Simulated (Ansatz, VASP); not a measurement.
Mo: VASP beside Ansatz

```xyz
1
Lattice="-1.5480 1.5480 1.5480 1.5480 -1.5480 1.5480 1.5480 1.5480 -1.5480" Properties=species:S:1:pos:R:3 pbc="T T T"
Mo    0.0000    0.0000    0.0000
```

Alike in both runs: task single point; functional PBE; k mesh 18 × 18 × 18; occupations gaussian, width 0.1 eV; no spin polarisation.

|  | VASP | Ansatz |
| --- | --- | --- |
| version | VASP 6.6.1 | Ansatz 0.2.0 |
| potentials or method | VASP PAW PBE potentials, release 64 (Mo_sv) | scalar-relativistic, plane waves, PAW |
| plane-wave cutoff (eV) | 520 | 420 |
| valence electrons in the cell | 14 | 14 |

Ansatz gave:

```
gap on the k mesh at the Fermi level (eV) : none
pressure (GPa)                            : 18.4
```

Estimate VASP's values.

gap on the k mesh at the Fermi level (eV): none; pressure (GPa): 19.1.

A gap of «none» marks a metal or a gap that the smearing closes.

Caveats: so large a pressure means that the cell lies far from this level's equilibrium, or that cutoff or potentials fall short (VASP).
